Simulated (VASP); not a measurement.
Set up this calculation in VASP 6.6.1, as the native input.

* Task: single point
* Functional: r2SCAN
* Potentials or basis: VASP PAW PBE potentials, release 64 (Ga_d, P)
* Cutoff: 520 eV
* k mesh: 7 × 7 × 7
* Occupations: methfessel-paxton, width 0.02 eV
* Spin: no spin polarisation
* Dipole correction: no
* Further INCAR settings: ALGO = Normal; EDIFF = 1e-06; NBANDS = 16

The system is GaP.

```
Ga P
1.0
     0.00000    2.72525    2.72525
     2.72525    0.00000    2.72525
     2.72525    2.72525    0.00000
Ga P
1 1
Direct
  0.00000 0.00000 0.00000
  0.25000 0.25000 0.25000
```

The input as run:

POSCAR

```
GaP
1.0
    0.0000000000      2.7252500000      2.7252500000
    2.7252500000      0.0000000000      2.7252500000
    2.7252500000      2.7252500000      0.0000000000
Ga P
1 1
Direct
    0.0000000000      0.0000000000      0.0000000000
    0.2500000000      0.2500000000      0.2500000000
```

INCAR.step1

```
SYSTEM = GaP
  PREC = Accurate
  ENCUT = 520
  ISMEAR = 1
  SIGMA = 0.02
  LREAL = .FALSE.
  LASPH = .TRUE.
  NELM = 100
  NBANDS = 16
  GGA = PE
  ALGO = Normal
  EDIFF = 1E-4
  LWAVE = .TRUE.
  LCHARG = .FALSE.
```

INCAR.step2

```
SYSTEM = GaP
  PREC = Accurate
  ENCUT = 520
  EDIFF = 1E-6
  ISMEAR = 1
  SIGMA = 0.02
  LREAL = .FALSE.
  LASPH = .TRUE.
  NELM = 100
  ALGO = Normal
  ISIF = 2
  LWAVE = .FALSE.
  LCHARG = .TRUE.
  METAGGA = R2SCAN
  LMIXTAU = .TRUE.
  LELF = .TRUE.
  LVHAR = .TRUE.
  NBANDS = 16
  ISTART = 1
```

KPOINTS

```
regular mesh
0
G
  7 7 7
  0 0 0
```

Potentials or basis: VASP PAW PBE potentials, release 64 (Ga_d, P).

The run is started by

```bash
$ cat potpaw_PBE.64/Ga_d/POTCAR potpaw_PBE.64/P/POTCAR > POTCAR
$ cp INCAR.step1 INCAR
$ mpirun -np 1 vasp_std > vasp.out
$ cp INCAR.step2 INCAR
$ mpirun -np 1 vasp_std > vasp.out
```

Results of the run:

The pressure is 0.0 GPa and the band gap on the k mesh is 1.85 eV, indirect (least direct gap 2.34 eV).

Caveat: the PAW data sets were made with another functional, which shifts forces and pressure a little; an odd mesh through Γ misses points on the zone boundary, where band edges often lie.

Run time: 40 s on 1 thread of Intel(R) Xeon(R) Platinum 8559C (Emerald Rapids), with other jobs on the host, peak memory 0.17 GiB.
